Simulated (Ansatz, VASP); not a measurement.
## Two plane-wave programs on ZnS

```xyz
2
Lattice="0.0000 2.6778 2.6778 2.6778 0.0000 2.6778 2.6778 2.6778 0.0000" Properties=species:S:1:pos:R:3 pbc="T T T"
Zn    1.3389    1.3389    1.3389
S     0.0000    0.0000    0.0000
```

Alike in both runs: functional PBEsol; k mesh 10 × 10 × 10; occupations gaussian, width 0.02 eV; no spin polarisation.

Ansatz relaxed the structure, and its values are those at the end. VASP's run is a single point on that final structure, the one shown.

```csv
,VASP,Ansatz
version,VASP 6.6.1,Ansatz 0.2.0
potentials or method,"VASP PAW PBE potentials, release 64 (Zn, S)","scalar-relativistic, plane waves, PAW"
plane-wave cutoff (eV),520,420
valence electrons in the cell,18,18
```

VASP gave:

* gap on the k mesh at the Fermi level (eV): 2.10
* least direct gap on the mesh (eV): 2.10
* pressure (GPa): 0.2

Problem. Estimate Ansatz's values.

Solution. gap on the k mesh at the Fermi level (eV): 2.09; least direct gap on the mesh (eV): 2.09; pressure (GPa): 0.0.

Caveats: the PAW data sets were made with another functional, which shifts forces and pressure a little (VASP).
